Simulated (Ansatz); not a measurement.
# Cs in Ansatz: convergence with ecutfock ratio

Input of the first run (ecutfock ratio 1); the others differ in this setting and in those tied to it:

Contents of input.yaml:

```yaml
crystal:
  lattice:
    - [0.0, 3.94833574, 3.94833574]
    - [3.94833574, 0.0, 3.94833574]
    - [3.94833574, 3.94833574, 0.0]
  atoms:
    - { symbol: Cs, position: [0.0, 0.0, 0.0] }
hamiltonian:
  xc: pbe0
  pseudopotentials: { kind: nc, accuracy: stringent }
kpoints:
  mp_grid: { grid: [3, 3, 3] }
scf:
  occupations: { method: cold, width: 0.1 }
  exx: { ecutfock_ratio: 1 }
output:
  forces: true
  stress: true
  eigenvalues: true
```

Potentials or basis: PseudoDojo stringent (PBE files).

Launch:

```console
$ ansatz run input.yaml --threads 2 --pin off --max-ram 5632MiB --backend cpu --events-out ev --progress --plain --runs-dir out
```

This isn't the form of Cs at room conditions, which is bcc.

Hardware: 2 threads of Arm Neoverse V1 (shared host).

```csv
ecutfock ratio,"energy less the tightest run, at zero smearing (meV/atom)",SCF cycles,CPU time (s),peak memory (GiB)
1,0.00,19,12,0.41
2,0.00,20,24,0.39
3,0.00,20,29,1.2
4,0.00,20,33,0.4
```

Against the tightest run, the energy stays within 1 meV/atom from 1 on. The tightest run that finished is the yardstick and may itself not be fully converged.

Caveat, for the tightest run too: the k mesh is coarse (spacing up to 0.46 Å⁻¹), so the values aren't converged, least of all with exact exchange. The run has no spin-orbit coupling, so splittings on Cs are missing.
